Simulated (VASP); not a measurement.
Write the native input for VASP 6.6.1 that does the following.

```yaml
Task: single point
Functional: PBE
Potentials_or_basis: VASP PAW PBE potentials, release 64 (Li_sv, F)
Cutoff: 520 eV
k_mesh: 10 × 10 × 10
Occupations: gaussian, width 0.05 eV
Spin: no spin polarisation
Dipole_correction: no
Further_INCAR_settings: ALGO = Fast; EDIFF = 1e-07; NBANDS = 12
```

The structure of LiF lies in POSCAR:

```
LiF
1.0
    0.0000000000      1.8126000000      2.0140000000
    2.0140000000      0.0000000000      2.0140000000
    2.0140000000      1.8126000000      0.0000000000
Li F
1 1
Direct
    0.0000000000      0.0000000000      0.0000000000
    0.5000000000      0.5000000000      0.5000000000
```

Measurements of this composition are mostly on another form, of space group No. 225.

The cell isn't the ideal one: strain -0.1000 x Voigt [0, 1, 0, 0, 0, 0], atoms carried along.

These files were run (other wordings do the same):

INCAR

```
SYSTEM = LiF
PREC     = Accurate       ! precision mode
ENCUT    = 520            ! plane-wave cutoff, eV
EDIFF    = 1E-7           ! SCF threshold, eV
ISMEAR   = 0              ! smearing method
SIGMA    = 0.05           ! smearing width, eV
LREAL    = .False.        ! projectors in reciprocal space
LASPH    = .True.         ! aspherical terms in the spheres
NELM     = 60             ! most SCF steps
ALGO     = Fast           ! electronic algorithm
ISIF     = 2              ! what is computed and relaxed
LWAVE    = .False.        ! write WAVECAR
LCHARG   = .True.         ! write CHGCAR
GGA      = PE             ! functional
LELF     = .True.         ! ELF
LVHAR    = .True.       
NBANDS   = 12             ! bands
```

KPOINTS

```
Automatic mesh
0
Gamma
  10 10 10
  0 0 0
```

Potentials or basis: VASP PAW PBE potentials, release 64 (Li_sv, F).

Command:

```bash
$ cat potpaw_PBE.64/Li_sv/POTCAR potpaw_PBE.64/F/POTCAR > POTCAR
$ mpirun -np 1 vasp_std > vasp.out
```

Results of the run:

```json
{
 "Band gap on the k mesh": "9.92 eV, direct"
}
```

Run time: 16 s on 1 thread of Intel(R) Xeon(R) Platinum 8488C (Sapphire Rapids), on a shared host, peak memory 0.13 GiB.
